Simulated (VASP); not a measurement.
# InP (F-43m) in VASP: a series of runs, part 2 of 2

VASP 6.6.1. The steps go on from the part before.

## 4. Relaxation of cell and atoms, r2SCAN

The input, INCAR:

```
SYSTEM = InP
  ALGO = Normal
  EDIFF = 1E-6
  EDIFFG = -0.01
  ENCUT = 600
  IBRION = 2
  ISIF = 3
  ISMEAR = 0
  LASPH = .True.
  LCHARG = .False.
  LMIXTAU = .True.
  LREAL = .False.
  LWAVE = .False.
  METAGGA = R2SCAN
  NELM = 80
  NSW = 90
  PREC = Accurate
  SIGMA = 0.03
```

The input, KPOINTS:

```
k-points
0
Gamma
  8 8 8
  0 0 0
```

The input, POSCAR:

```
InP
1.0
    0.0000000000      2.9305000000      2.9305000000
    2.9305000000      0.0000000000      2.9305000000
    2.9305000000      2.9305000000      0.0000000000
In P
1 1
Direct
    0.0000000000      0.0000000000      0.0000000000
    0.2500000000      0.2500000000      0.2500000000
```

Started as:

```console
$ cat potpaw_PBE.64/In_d/POTCAR potpaw_PBE.64/P/POTCAR > POTCAR
$ mpirun -np 1 vasp_std > vasp.out
```

Run time: 6 min. Hardware: 1 thread of Intel Xeon Platinum 8375C at 2.90GHz (Ice Lake), shared host; peak memory 0.24 GiB.

The run converged. Its results:

- Free energy: -32.2982 eV
- Relaxed volume: 25.73 Å³/atom
- Relaxed cell: a = 4.175 Å, b = 4.175 Å, c = 4.175 Å, α = 60.00°, β = 60.00°, γ = 60.00°
- Space group after relaxing (to 0.05 Å): F-43m (No. 216)
- Energy gained by relaxing: 2.8 meV/atom
- Ionic steps: 3
- Pressure after relaxing: 0.0 GPa
- Band gap on the k mesh: 1.04 eV, direct

Step by step:
```
step  energy change (eV)  largest force (eV/Å)  pressure (GPa)  volume (Å³)
   1              0.0000                0.0000            1.62        50.33
   2             -0.0032                0.0000           -0.91        52.21
   3             -0.0055                0.0000            0.02        51.45
```

Final structure:
```cif
data_structure
_symmetry_space_group_name_H-M 'P 1'
_symmetry_Int_Tables_number 1
_cell_length_a 4.1748
_cell_length_b 4.1748
_cell_length_c 4.1748
_cell_angle_alpha 60.000
_cell_angle_beta 60.000
_cell_angle_gamma 60.000
_cell_volume 51.45
loop_
_atom_site_label
_atom_site_type_symbol
_atom_site_fract_x
_atom_site_fract_y
_atom_site_fract_z
_atom_site_occupancy
In1 In 0.00000 0.00000 0.00000 1
P1 P 0.25000 0.25000 0.25000 1
```

Levels at points of the mesh, in eV from the valence-band top:
| k point | band 5 | band 6 | band 7 | band 8 | band 9 | band 10 | band 11 | band 12 | band 13 |
| --- | --- | --- | --- | --- | --- | --- | --- | --- | --- |
| (0.00, 0.00, 0.00) | -14.45 | -11.85 | 0.00 | 0.00 | 0.00 | 1.04 | 4.44 | 4.44 | 4.44 |
| (0.50, 0.00, 0.00) | -14.43 | -10.12 | -5.76 | -0.98 | -0.98 | 1.81 | 5.16 | 5.16 | 7.50 |
| (0.50, 0.50, 0.00) | -14.41 | -9.46 | -5.78 | -2.33 | -2.33 | 2.04 | 2.55 | 9.74 | 10.16 |

Caveat: the PAW data sets were made with another functional, which shifts forces and pressure a little; spin-orbit coupling is left out, which moves the levels of the heavy elements. r2SCAN opens gaps a little over a GGA but as a rule still falls short of measured ones.

## 5. Relaxation of cell and atoms, r2SCAN

This run uses another cell than the first one, of 25.73 Å³/atom, 1.022 times its volume.

Changes to INCAR since step 4:

```diff
@@ -2,4 +2,4 @@
   ALGO = Normal
-  EDIFF = 1E-6
-  EDIFFG = -0.01
+  EDIFF = 1E-7
+  EDIFFG = -0.005
   ENCUT = 600
```

KPOINTS is that of step 4.

The input, POSCAR:

```
InP                                     
1.0
   -0.0000000000      2.9520646736      2.9520646736
    2.9520646736     -0.0000000000      2.9520646736
    2.9520646736      2.9520646736      0.0000000000
  In              P             
     1     1
Direct
     0.0000000000000000    0.0000000000000000    0.0000000000000000
     0.2500000000000000    0.2500000000000000    0.2500000000000000
```

Started as:

```console
$ cat potpaw_PBE.64/In_d/POTCAR potpaw_PBE.64/P/POTCAR > POTCAR
$ mpirun -np 1 vasp_std > vasp.out
```

Run time: 6.6 min. Hardware: 1 thread of Intel Xeon Platinum 8375C at 2.90GHz (Ice Lake), shared host; peak memory 0.23 GiB.

It converged, with:

```
Free energy                            : -32.2984 eV
Relaxed volume                         : 25.73 Å³/atom
Relaxed cell                           : a = 4.175 Å, b = 4.175 Å, c = 4.175 Å, α = 60.00°, β = 60.00°, γ = 60.00°
Space group after relaxing (to 0.05 Å) : F-43m (No. 216)
Energy gained by relaxing              : 0.0 meV/atom
Ionic steps                            : 3
Pressure after relaxing                : 0.0 GPa
Band gap on the k mesh                 : 1.04 eV, direct
```

Final structure:
```
In P
1.0
     0.00000    2.95233    2.95233
     2.95233    0.00000    2.95233
     2.95233    2.95233    0.00000
In P
1 1
Direct
  0.00000 0.00000 0.00000
  0.25000 0.25000 0.25000
```

Levels at points of the mesh, in eV from the valence-band top:
```csv
k point,band 6,band 7,band 8,band 9,band 10,band 11,band 12,band 13
"(0.00, 0.00, 0.00)",-11.85,0.00,0.00,0.00,1.04,4.44,4.44,4.44
"(0.50, 0.00, 0.00)",-10.11,-5.76,-0.98,-0.98,1.81,5.16,5.16,7.50
"(0.50, 0.50, 0.00)",-9.46,-5.78,-2.33,-2.33,2.04,2.55,9.74,10.16
```

Caveat: the PAW data sets were made with another functional, which shifts forces and pressure a little; spin-orbit coupling is left out, which moves the levels of the heavy elements. r2SCAN opens gaps a little over a GGA but as a rule still falls short of measured ones.

## 6. Relaxation of the atoms, r2SCAN (a relaxed cell with its volume scaled by 0.94)

Changes to INCAR since step 5:

```diff
@@ -3,6 +3,6 @@
   EDIFF = 1E-7
-  EDIFFG = -0.005
+  EDIFFG = -0.01
   ENCUT = 600
   IBRION = 2
-  ISIF = 3
+  ISIF = 2
   ISMEAR = 0
@@ -15,3 +15,3 @@
   NELM = 80
-  NSW = 90
+  NSW = 40
   PREC = Accurate
```

KPOINTS is that of step 5.

The input, POSCAR:

```
InP                                     
1.0
   -0.0000000000      2.8920616659      2.8920616659
    2.8920616659     -0.0000000000      2.8920616659
    2.8920616659      2.8920616659      0.0000000000
  In              P             
     1     1
Direct
     0.0000000000000000    0.0000000000000000    0.0000000000000000
     0.2500000000000000    0.2500000000000000    0.2500000000000000
```

Potentials or basis: VASP PAW PBE potentials, release 64 (In_d, P).

Started as:

```console
$ cat potpaw_PBE.64/In_d/POTCAR potpaw_PBE.64/P/POTCAR > POTCAR
$ mpirun -np 1 vasp_std > vasp.out
```

Wall time 2.5 min (1 thread of Intel Xeon Platinum 8375C at 2.90GHz (Ice Lake), shared host); peak memory 0.22 GiB.

It converged, with:

* Free energy: -32.2537 eV
* Pressure after relaxing: 4.9 GPa
* Band gap on the k mesh: 1.40 eV, direct

Final structure:
```yaml
crystal:
  lattice:
    - [0.00000, 2.89206, 2.89206]
    - [2.89206, 0.00000, 2.89206]
    - [2.89206, 2.89206, 0.00000]
  atoms:
    - { symbol: In, position: [0.00000, 0.00000, 0.00000] }
    - { symbol: P, position: [0.25000, 0.25000, 0.25000] }
```

Levels at points of the mesh, in eV from the valence-band top:
```
           k point  band 7  band 8  band 9  band 10  band 11  band 12
(0.00, 0.00, 0.00)    0.00    0.00    0.00     1.40     4.44     4.44
(0.50, 0.00, 0.00)   -6.11   -1.07   -1.07     1.97     5.16     5.16
(0.50, 0.50, 0.00)   -6.06   -2.55   -2.55     1.94     2.54    10.17
```

Caveat: the relaxation stopped at its first step, so nothing moved; the PAW data sets were made with another functional, which shifts forces and pressure a little; spin-orbit coupling is left out, which moves the levels of the heavy elements.
